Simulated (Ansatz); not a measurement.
Input and output of a one-shot G0W0 calculation on ZnSe (h-MgO type) (it has left that coordination) (Ansatz 0.2.0, G0W0@PBE with 636 empty bands, a screening cutoff of 210 eV and a 6×6×2 mesh). Cell and atoms come from a relaxation with r2SCAN.

```yaml
crystal:
  lattice:
    - [4.1513888412, 0.0, 0.0]
    - [-2.0756944206, 3.5952081974, 0.0]
    - [0.0, 0.0, 6.1747441704]
  atoms:
    - { symbol: Zn, position: [0.3333333333, 0.6666666667, 0.25] }
    - { symbol: Zn, position: [0.6666666667, 0.3333333333, 0.75] }
    - { symbol: Se, position: [0.6666666667, 0.3333333333, 0.25] }
    - { symbol: Se, position: [0.3333333333, 0.6666666667, 0.75] }
kpoints:
  mp_grid: { grid: [6, 6, 2] }
hamiltonian:
  xc: pbe
scf:
  occupations: { method: fixed }
gw:
  n_empty_bands: 636
  ecut_chi: 210
  qp_bands: [v2, c2]
  qp_kpoints: band_edges
  screening: { model: contour_deformation }
```

In the abridged output below, numbers in square brackets stand for lines, or ends of lines, that were taken out.
```
Functional definition: PBE
Crystal: 4 atoms, lattice volume = 92.159 Å³
Basis set: ecut = 420 eV, 1767 PW (Γ)
Bands: 34, of which v1, the nominal top of the filled ones, is band 28 counted from 1 (27 counted from 0)
[1]
SCF converged after 7 iterations
Free energy (F): -17578.293329 eV
Fermi energy:    7.000089 eV
--- Per-component energies (eV) ---
  E_band       = -769.820922
  E_kinetic    = 499.938048
  E_local      = -8822.162606
  E_nonlocal   = 37.794993
  E_hartree    = 4086.248356
  E_xc         = -482.323470
  E_vxc        = -299.663662
  E_paw        = -7479.843932
  E_vpaw       = -358.229528
  E_ewald      = -5417.942857
--- Band table (eV; the first three rows and the last of 14) ---
  k-point 0: bands = […, 2.6103, 5.4858, 5.4858, 6.2932, 6.2932, 7.0001, 7.3366, 7.8423, 11.9424, 11.9424, …]
  k-point 1: bands = […, 4.3981, 4.3981, 5.8784, 5.8784, 5.8784, 5.8784, 8.5672, 8.5672, 12.3043, 12.3043, …]
  k-point 2: bands = […, 2.9077, 3.9845, 4.7575, 5.0584, 5.9892, 6.8436, 8.6551, 9.3076, 11.6398, 12.8200, …]
  k-point 13: bands = […, 1.7387, 1.7387, 3.2858, 3.2858, 6.4308, 6.4308, 10.6006, 10.6006, 12.5814, 12.5814, …]
--- G₀W₀: contour deformation, 8 samples at zero and on the imaginary axis and 1 off it, 72 q-points, 636 empty bands' worth ---
    ik  band        ε_KS         Σx   Σc(E_QP)       V_xc       Z   E_QP_lin       E_QP  E_QP is
     0    27      6.2932   -21.9070     2.0835   -18.9933  0.7430     5.3871     5.4630  root ?
     0    28      7.0001   -17.7971     1.7784   -15.2438  0.7359     6.1645     6.2251  root
     0    29      7.3366    -9.7771    -3.8138   -13.6836  0.7658     7.4296     7.4293  root
     0    30      7.8423   -10.2751    -3.9056   -14.2596  0.7697  [2]
     1    27      5.8784   -21.8024     2.2888   -18.6557  0.7402     4.9342     5.0205  root ?
     1    28      5.8784   -21.8024     2.2888   -18.6557  0.7402     4.9342     5.0205  root ?
     1    29      8.5672    -9.7822    -4.0465   -13.9164  0.7615  [3]
     1    30      8.5672    -9.7822    -4.0465   -13.9164  0.7615     8.6553     8.6550  root
     2    27      5.9892   -21.0811     2.0969   -18.1527  0.7410     5.0807     5.1577  root ?
     2    28      6.8436   -17.9787     1.8636   -15.3296  0.7350     5.9947     6.0581  root
     2    29      8.6551   -10.2604    -3.8798   -14.2046  0.7596     8.7196     8.7194  root
     2    30      9.3076   -11.1324    -3.9298   -15.1218  0.7591     9.3674     9.3672  root
     3    27      5.5652   -19.5116     2.3475   -16.3263  0.7296     4.6462     4.7273  root ?
     3    28      5.5652   -19.5116     2.3475   -16.3263  0.7296     4.6462     4.7273  root ?
     3    29      9.5847    -9.7391    -4.2748   -14.1284  0.7556     9.6996     9.6991  root
     3    30      9.5847    -9.7391    -4.2748   -14.1284  0.7556     9.6996     9.6991  root
     4    27      5.4257   -19.6481     2.1437   -16.6717  0.7355     4.5154     4.5931  root ?
     4    28      6.2735   -18.1349     2.1041   -15.2212  0.7308     5.3925     5.4639  root ?
     4    29      8.9314    -8.4614    -3.9436   -12.4389  0.7660     8.9653     8.9652  root
     4    30     10.1514    -9.8265    -4.2720   -14.2235  0.7559    10.2771    10.2763  root
     5    27      5.8309   -19.1258     2.3237   -15.9758  0.7282     4.9280     5.0046  root ?
     5    28      5.8309   -19.1258     2.3237   -15.9758  0.7282     4.9280     5.0046  root ?
     5    29      9.8070    -8.3372    -4.1442   -12.5286  0.7623  [4]
     5    30      9.8070    -8.3372    -4.1442   -12.5286  0.7623     9.8543     9.8542  root
     6    27      5.1661   -18.9435     2.1511   -15.9616  0.7342     4.2567     4.3354  root ?
     6    28      5.6876   -18.1347     2.3396   -14.9679  0.7249  [5]
     6    29      8.7597    -8.3098    -3.8442   -12.1582  0.7683     8.7639     8.7639  root
     6    30     10.1794    -9.5412    -4.2417   -13.9012  0.7572    10.2985    10.2977  root
     7    27      6.0624   -19.3890     2.2789   -16.2877  0.7306     5.1643     5.2400  root ?
     7    28      6.0624   -19.3890     2.2789   -16.2877  0.7306     5.1643     5.2400  root ?
     7    29      9.7488    -8.7196    -4.0095   -12.7434  0.7642     9.7631     9.7631  root
     7    30      9.7488    -8.7196    -4.0095   -12.7434  0.7642     9.7631     9.7631  root
    11    27      6.2160   -19.6508     2.2581   -16.5673  0.7322     5.3140     5.3906  root ?
    11    28      6.2160   -19.6508     2.2581   -16.5673  0.7322     5.3140     5.3906  root ?
    11    29     10.6167    -7.3495    -4.1794   -11.5265  0.7610    10.6144    10.6144  root
    11    30     10.6167    -7.3495    -4.1794   -11.5265  0.7610    10.6144    10.6144  root
  […]
```

The points are ik 0 = (0, 0, 0) (Γ), ik 1 = (0, 0, -1/2), ik 2 = (0, 1/6, 0), ik 3 = (0, 1/6, -1/2), ik 4 = (0, 1/3, 0), ik 5 = (0, 1/3, -1/2), ik 6 = (0, -1/2, 0), ik 7 = (0, -1/2, -1/2), ik 11 = (1/6, 1/3, -1/2), ik 12 = (1/3, 1/3, 0), ik 13 = (1/3, 1/3, -1/2); band 28 is the last filled one.

**Question.** Give the withheld lines. They hold quasiparticle rows, the symmetry found.

**Answer.**
```
[1]
Symmetry: 24 space group operations
Space group: P63/mmc (ITA 194)
[2]
     0    30      7.8423   -10.2751    -3.9056   -14.2596  0.7697     7.9215     7.9212  root
[3]
     1    29      8.5672    -9.7822    -4.0465   -13.9164  0.7615     8.6553     8.6550  root
[4]
     5    29      9.8070    -8.3372    -4.1442   -12.5286  0.7623     9.8543     9.8542  root
[5]
     6    28      5.6876   -18.1347     2.3396   -14.9679  0.7249     4.7823     4.8604  root ?
```
The trailing digits, and the zero of the energies, depend on the potentials and thresholds.

Over the mesh points the PBE gap of 0.34 eV becomes a quasiparticle gap of 1.20 eV (direct at Γ), a change of +0.86 eV. Renormalisation factors Z lie between 0.71 and 0.77. No extrapolation in bands, cutoff or mesh was made for G0W0.

Run as `ansatz run input.yaml --threads 2 --pin off --max-ram 3686MiB --backend cpu --events-out ev --progress --plain --runs-dir out`.

**Question.** It ran on 2 threads of Arm Neoverse V1, on a shared host, load about 0.4 per core. About how long did it take, and what peak of host memory did it reach?

**Answer.** About 27 min, with a peak of 1.7 GiB.

(Calculated; spin-unpolarised; the phase may be known or hypothetical.)

The runs are scalar-relativistic, without spin-orbit coupling.

For so narrow a gap this mesh doesn't settle the screening, and the bands and cutoff are finite.

With a shallow d shell on the cation, G0W0 converges slowly in bands and cutoff, so these values are in doubt.
